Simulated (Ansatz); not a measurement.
Runs of Ansatz 0.2.0 on ZnSe (Stilleite). The structure is cubic, space group F-43m (No. 216). Conventional cell: a = 5.668 Å, b = 5.668 Å, c = 5.668 Å, α = 90.00°, β = 90.00°, γ = 90.00°. Se (site symmetry -43m) is surrounded by 4 Zn at 2.45 Å. Around Zn (site symmetry -43m) lie 4 Se at 2.45 Å. 

| task | level | spin | k mesh | points for each segment of the path | mesh quality | gap on the mesh (eV) | pressure (GPa) | V0 of scaled cells (Å³/atom) | B0 (GPa) |
| --- | --- | --- | --- | --- | --- | --- | --- | --- | --- |
| equation of state | PBE0 | off | 4 × 4 × 4 | - | coarse | - | - | (b) | (c) |
| band structure | RPBE | off | 8 × 8 × 8 | 14 | not flagged | 1.45 | 4.4 | - | - |
| single point | PBE0 | SOC, no magnetisation | 4 × 4 × 4 | - | coarse | 2.96 | (a) | - | - |
| equation of state | BPBE | off | 8 × 8 × 8 | - | not flagged | - | - | 23.51 | 57 |

Alike in all rows: potentials or basis Ansatz PAW; cell as given; cutoff (eV) 420; smearing fermi-dirac 0.05 eV.

Problem. Estimate the missing entries.

Solution. (a) 1.3; (b) 23.20; (c) 63.

Caveats: some runs use coarse meshes; the PAW data sets come from PBE, with cores solved anew for the run's functional, which leaves a small shift of forces and pressure (some runs); the PAW data sets were made with another functional, which shifts forces and pressure a little (some runs); the thresholds are loose for stress (some runs); the potentials were made for another functional, which shifts forces and pressure (some runs).

A k mesh can miss the band edges, and rows without SOC leave out spin-orbit coupling on Se.

Runs at the PBE level aren't shown here.
